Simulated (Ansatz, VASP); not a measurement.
## Al: VASP beside Ansatz

```xyz
10
Lattice="2.8577 0.0000 0.0000 0.0000 4.0415 0.0000 0.0000 0.0000 27.8598" Properties=species:S:1:pos:R:3 pbc="T T T"
Al    1.4289    2.0207    7.5317
Al    0.0000    0.0000    8.8582
Al    1.4289    2.0207   10.3515
Al    0.0000    0.0000   11.7401
Al    1.4289    2.0207   13.1997
Al    0.0000    0.0000   14.6601
Al    1.4289    2.0207   16.1197
Al    0.0000    0.0000   17.5084
Al    1.4289    2.0207   19.0016
Al    0.0000    0.0000   20.3281
```

Alike in both runs: functional PBE; k mesh 12 × 9 × 1; occupations gaussian, width 0.1 eV; no spin polarisation.

Ansatz relaxed the structure, and its values are those at the end. VASP's run is a single point on that final structure, the one shown.

|  | VASP | Ansatz |
| --- | --- | --- |
| version | VASP 6.6.1 | Ansatz 0.2.0 |
| potentials or method | VASP PAW PBE potentials, release 64 (Al) | scalar-relativistic, plane waves, PAW |
| plane-wave cutoff (eV) | 520 | 420 |
| valence electrons in the cell | 30 | 30 |

VASP gave:

* gap on the k mesh at the Fermi level (eV): none
* rms of the force components (eV/Å): 0.003
* work function, face that differs most (eV): 4.00

Question: Estimate Ansatz's values.

Answer: gap on the k mesh at the Fermi level (eV): none; rms of the force components (eV/Å): 0.003; work function, face that differs most (eV): 4.10.

A gap of «none» marks a metal or a gap that the smearing closes. Ansatz warned: «xc_potential_rough_in_thin_density».
